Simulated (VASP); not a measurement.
# FeO: single point with PBE+U

Crystal: FeO.

```
Fe O
1.0
     1.51768    0.87623    2.51579
    -1.51768    0.87623    2.51579
     0.00000   -1.75247    2.51579
Fe O
1 1
Direct
  0.00000 0.00000 0.00000
  0.50000 0.50000 0.50000
```

```yaml
Program: VASP 6.6.1
Task: single point
Functional: PBE
Potentials_or_basis: VASP PAW PBE potentials, release 64 (Fe, O)
Cutoff: 520 eV
k_mesh: 8 × 8 × 8
Occupations: gaussian, width 0.05 eV
Spin: collinear spin, ferromagnetic start
Starting_moments: "[3.0, 0.0] μB"
Hubbard_terms: Fe d U = 5 eV
Further_INCAR_settings: ALGO = Fast; EDIFF = 1e-07
```

The pressure is -1.1 GPa, the band gap on the k mesh is none (metal or under the smearing width) and the net moment is 4.00 μB per cell. The site moments are Fe +3.86; O +0.18 μB. The valence electrons inside the program's atomic spheres are Fe 6.74; O 5.01.

Stress tensor (GPa, compression positive):
```
-0.70  0.00  0.00
 0.00 -0.70  0.00
 0.00  0.00 -1.85
```

Levels at points of the mesh, in eV from the Fermi level:
Spin up:
```tsv
k point	band 7	band 8	band 9	band 10	band 11	band 12
(0.00, 0.00, 0.00)	-4.21	-4.12	-4.12	-0.48	14.40	14.78
(0.50, 0.00, 0.00)	-5.13	-2.19	-2.17	3.48	7.87	11.70
(0.50, 0.50, 0.00)	-6.14	-5.40	-5.29	4.53	8.28	8.71
(0.50, 0.50, 0.50)	-5.20	-2.18	-2.18	3.60	7.66	12.08
```
Spin down:
```csv
k point,band 1,band 2,band 3,band 4,band 5,band 6,band 7,band 8,band 9,band 10
"(0.00, 0.00, 0.00)",-20.75,-3.86,-3.76,-3.76,-0.80,-0.70,-0.70,0.22,1.28,1.28
"(0.50, 0.00, 0.00)",-19.55,-8.49,-5.33,-5.24,0.38,0.46,0.56,3.53,3.55,3.84
"(0.50, 0.50, 0.00)",-19.46,-7.47,-5.04,-4.93,-2.17,0.75,0.76,1.85,2.14,6.02
"(0.50, 0.50, 0.50)",-19.59,-8.55,-5.21,-5.21,0.41,0.41,0.50,3.50,3.50,3.96
```

Eigenvalues of the final occupation matrices:
```
    site  spin  trace               eigenvalues
site 1 d     1   4.96  0.97 0.97 0.97 1.02 1.02
site 1 d     2   1.14  0.10 0.10 0.31 0.31 0.31
```

Run time: 46 s on 1 thread of AMD EPYC 9R45 96-Core Processor (Zen 5), with other jobs on the host, peak memory 0.14 GiB.

Caveat: a cell with one magnetic atom can't hold antiferromagnetic order, which such compounds often take. The state reached can hang on the start; a lower one may exist.
